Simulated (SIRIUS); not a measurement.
Runs of SIRIUS 7.12.0 on In. It takes space group I4/mmm (No. 139, tetragonal). The conventional cell has a = 3.251 Å, b = 3.251 Å, c = 4.947 Å, α = 90.00°, β = 90.00°, γ = 90.00°. Around In (site symmetry 4/mmm) lie 12 In at 3.25 to 3.38 Å. 

```csv
level,V0 of scaled cells (Å³/atom),B0 (GPa)
PBE+D4,26.03,41
PBE,27.45,(a)
PBE+D3(BJ),26.02,41
PBE+D3,26.47,(b)
```

Alike in all rows: task equation of state; potentials or basis all-electron FP-LAPW, apw+lo standard; no spin polarisation; cell as given; k mesh 11 × 11 × 11; cutoff (eV) 149; smearing fermi-dirac 0.05 eV.

Task: Estimate the missing entries.

Result: (a) 35; (b) 39.

Caveats: the cell was scaled at fixed shape and fractional positions, which overstates the stiffness of a crystal with free parameters, most of all of layers and chains.
